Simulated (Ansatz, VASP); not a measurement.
**Two plane-wave programs on Rh**

File INCAR:

```
PREC = Accurate
ENCUT = 520
EDIFF = 1E-7
ISMEAR = -1
SIGMA = 0.05
LREAL = F
LASPH = T
NELM = 150
ALGO = Normal
ISIF = 2
LWAVE = F
LCHARG = F
ISPIN = 2
MAGMOM = 1
LORBIT = 11
LMAXMIX = 4
GGA = PE
NBANDS = 18
```

KPOINTS

```
regular mesh
0
Gamma
  20 20 20
```

File POSCAR:

```
Rh
1.0
    2.5358275752      0.0000000000      0.0000000000
    0.0000000000      2.5358275752      0.0000000000
    0.0000000000      0.0000000000      2.5358275752
Rh
1
Direct
    0.0000000000      0.0000000000      0.0000000000
```

Input for Ansatz:

```yaml
crystal:
  lattice:
    - [2.5358275752, 0.0, 0.0]
    - [0.0, 2.5358275752, 0.0]
    - [0.0, 0.0, 2.5358275752]
  atoms:
    - { symbol: Rh, position: [0.0, 0.0, 0.0], spin: 1.0 }
hamiltonian:
  xc: pbe
  pseudopotentials:
    kind: paw
    azcp:
      Rh: "pseudopotentials/Rh.paw.azcp"
basis:
  ecutwfc: 420
  fft_grid_basis: typed
kpoints:
  mp_grid: { grid: [20, 20, 20], shift: [0, 0, 0] }
magnetization:
  spin_polarized: true
scf:
  occupations: { method: fermi_dirac, width: 0.05 }
```

This isn't the form of Rh at room conditions, which is fcc.

Alike in both runs: task single point; functional PBE; k mesh 20 × 20 × 20; occupations fermi-dirac, width 0.05 eV; collinear spin.

```csv
,VASP,Ansatz
version,VASP 6.6.1,Ansatz 0.2.0
potentials or method,"VASP PAW PBE potentials, release 64 (Rh_pv)","plane waves (420 eV) with PAW, scalar-relativistic"
plane-wave cutoff (eV),520,420
valence electrons in the cell,15,17
```

```csv
,VASP,Ansatz,Ansatz less VASP
net moment per atom (μB),0.00,0.00,0.000
```

The functional is the same, so the differences come from potentials, cutoffs and numerics. The two sets of potentials don't hold the same shells in valence. Ansatz warned: «seeded_moment_not_kept».
